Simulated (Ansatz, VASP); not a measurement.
Two plane-wave programs on Ta

```
CELL_PARAMETERS angstrom
2.70516 0.00000 0.00000
0.00000 2.70516 0.00000
0.00000 0.00000 2.70516
ATOMIC_POSITIONS crystal
Ta 0.00000 0.00000 0.00000
```

Alike in both runs: task single point; functional PBE; k mesh 13 × 13 × 13; occupations fermi-dirac, width 0.1 eV; no spin polarisation.

|  | VASP | Ansatz |
| --- | --- | --- |
| version | VASP 6.6.1 | Ansatz 0.2.0 |
| potentials or method | VASP PAW PBE potentials, release 64 (Ta_pv) | plane waves (420 eV) with PAW, scalar-relativistic |
| plane-wave cutoff (eV) | 520 | 420 |
| valence electrons in the cell | 11 | 13 |

```tsv
	VASP	Ansatz	Ansatz less VASP
pressure (GPa)	6.5	6.3	-0.16
```

With one functional, cell and mesh, what is left measures potentials, basis and numerics. The two sets of potentials don't hold the same shells in valence.

Spin-orbit coupling is left out, which matters for the levels of Ta.
